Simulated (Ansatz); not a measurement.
# TePt: band structure with LDA

The system is TePt.

```xyz
4
Lattice="1.9816 1.1441 6.6610 -1.9816 1.1441 6.6610 0.0000 -2.2881 6.6610" Properties=species:S:1:pos:R:3 pbc="T T T"
Pt    0.0000    0.0000    2.5911
Pt    0.0000    0.0000   17.3920
Te    0.0000    0.0000    8.0332
Te    0.0000    0.0000   11.9499
```

| Property | Result |
| --- | --- |
| Program | Ansatz 0.2.0 |
| Task | band structure |
| Functional | LDA |
| Potentials or basis | all-electron LAPW, scalar-relativistic |
| Cutoff | 288 eV (chosen from the basis error) |
| Basis error allowed | 0.002 eV/atom |
| k mesh | 8 × 8 × 8 |
| Occupations | fermi-dirac, width 0.05 eV |
| Spin | no spin polarisation |

* Pressure: -2.8 GPa
* Largest force: 0.213 eV/Å
* Band gap along the path: none (metal or under the smearing width)

Forces on the atoms (eV/Å):
```
Pt   0.000  0.000  0.213
Pt   0.000  0.000 -0.213
Te   0.000  0.000  0.082
Te   0.000  0.000 -0.082
```

Stress tensor (GPa, compression positive):
```
-2.95  0.00  0.00
 0.00 -2.95  0.00
 0.00  0.00 -2.58
```

Levels at the corners of the path, in eV from the Fermi level:
```
point  band 63  band 64  band 65  band 66  band 67  band 68  band 69  band 70
    Γ    -1.75     0.67     0.67     0.83     1.21     2.85     2.85     4.58
    L    -2.50    -1.97    -1.87    -1.05     0.31     1.35     1.96     3.75
   B1    -2.36    -2.03    -1.27    -1.26    -0.37     1.10     3.37     3.40
```

Run time: 69 s on 2 threads of Arm Neoverse V1 (shared host), peak memory 0.96 GiB.

Caveat: spin-orbit coupling is left out, which moves the levels of the heavy elements.
